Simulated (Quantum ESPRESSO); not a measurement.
**WC in Quantum ESPRESSO: the effect of functional**

Crystal: WC.

```
W C
1.0
     0.00000    2.19268    2.19268
     2.19268    0.00000    2.19268
     2.19268    2.19268    0.00000
W C
1 1
Cartesian
  0.0000 0.0000 0.0000
  2.1927 2.1927 2.1927
```

Measurements of this composition are mostly on another form, of space group No. 187.

Alike in all runs:

| Property | Result |
| --- | --- |
| Program | Quantum ESPRESSO 7.5 |
| Task | phonons |
| Cutoff | 1116 eV |
| Density cutoff | 4463 eV |
| k mesh | 8 × 8 × 8 |
| Occupations | cold, width 0.2 eV |
| Spin | no spin polarisation |

Each run relaxes the cell or the atoms first.

```tsv
functional	potentials or basis	relaxed volume (Å³/atom)	highest phonon frequency (cm⁻¹)
LDA	PseudoDojo 0.4.1 SR LDA standard	10.09	443
PBEsol	PseudoDojo 0.4.1 SR PBEsol standard	?	?
WC	PseudoDojo 0.4.1 SR PBE standard	10.35	418
RPBE	PseudoDojo 0.4.1 SR PBE standard	10.61	391
vdW-DF-cx	PseudoDojo 0.4.1 SR PBE standard	10.35	423
```

Q: What does the run with functional PBEsol give?

A: Relaxed volume 10.28 Å³/atom; highest phonon frequency 428 cm⁻¹.

Caveats: the mesh is thin for the phonons of a metal; the potentials were made for another functional, which shifts forces and pressure (some runs).

Runs at the PBE level aren't shown here.
